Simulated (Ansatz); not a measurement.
Runs of Ansatz 0.2.0 on CuO (Tenorite). Symmetry: Cc, No. 9, monoclinic system. Conventional cell: a = 4.689 Å, b = 3.427 Å, c = 5.132 Å, α = 90.00°, β = 99.65°, γ = 90.00°. Cu (site symmetry 1) has 4 O at 1.91 to 2.02 Å as nearest neighbours. O (site symmetry 1) has 4 Cu at 1.91 to 2.02 Å as nearest neighbours. 

```csv
level,U,gap on the mesh (eV),pressure (GPa),largest force (eV/Å)
PBEsol+U,Cu d U = 8 eV,none,(c),0.83
PBEsol+U,Cu d U = 4 eV,none,-0.8,0.78
PBEsol,-,none,(b),0.76
PBEsol+U,Cu d U = 2 eV,none,(a),0.76
PBEsol+U,Cu d U = 6 eV,none,0.4,0.81
```

Alike in all rows: task density of states; potentials or basis all-electron LAPW, scalar-relativistic; no spin polarisation; cell as given; k mesh 10 × 10 × 5; cutoff (eV) 426; smearing fermi-dirac 0.05 eV; basis error allowed 0.002 eV/atom.

Question: Estimate the missing entries.

Answer: (a) -1.9; (b) -2.7; (c) 1.8.

Caveats: the run has no spin polarisation, though such a crystal can be magnetic; U is the effective U less J, on atomic orbitals that reach past the spheres (some runs); U without spin polarisation on a metal has little footing (some runs); semilocal functionals often make such compounds metallic where correlation or magnetic order opens a gap, which also shifts bond lengths (some runs).

A gap of «none» marks a metal or a gap under the smearing width.
